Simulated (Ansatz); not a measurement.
Runs of Ansatz 0.2.0 on Br. Symmetry: Cmce, No. 64, orthorhombic system. The conventional cell has a = 6.726 Å, b = 4.645 Å, c = 8.702 Å, α = 90.00°, β = 90.00°, γ = 90.00°. Br (site symmetry m) is surrounded by 1 Br at 2.29 Å. 

```tsv
potentials or basis	cutoff (eV)	basis error allowed	gap on the mesh (eV)	pressure (GPa)	largest force (eV/Å)
all-electron LAPW, scalar-relativistic	319	0.002 eV/atom	1.85	0.1	0.72
all-electron LAPW, inner shells corrected to Dirac's equation	319	0.002 eV/atom	1.85	0.1	0.72
all-electron LAPW, non-relativistic	318	0.002 eV/atom	(a)	0.3	0.71
all-electron PAW datasets made for the crystal	220	-	1.85	0.1	0.72
```

Alike in all rows: task band structure; level PBEsol; no spin polarisation; cell as given; k mesh 7 × 7 × 3; smearing fermi-dirac 0.05 eV.

Fill in the values left out.

(a) 1.96.

Caveats: relativity is left out, which matters for the heavier elements (some runs).

A k mesh can miss the band edges, and the runs leave out spin-orbit coupling on Br.

The runs don't all hold the same shells in valence.
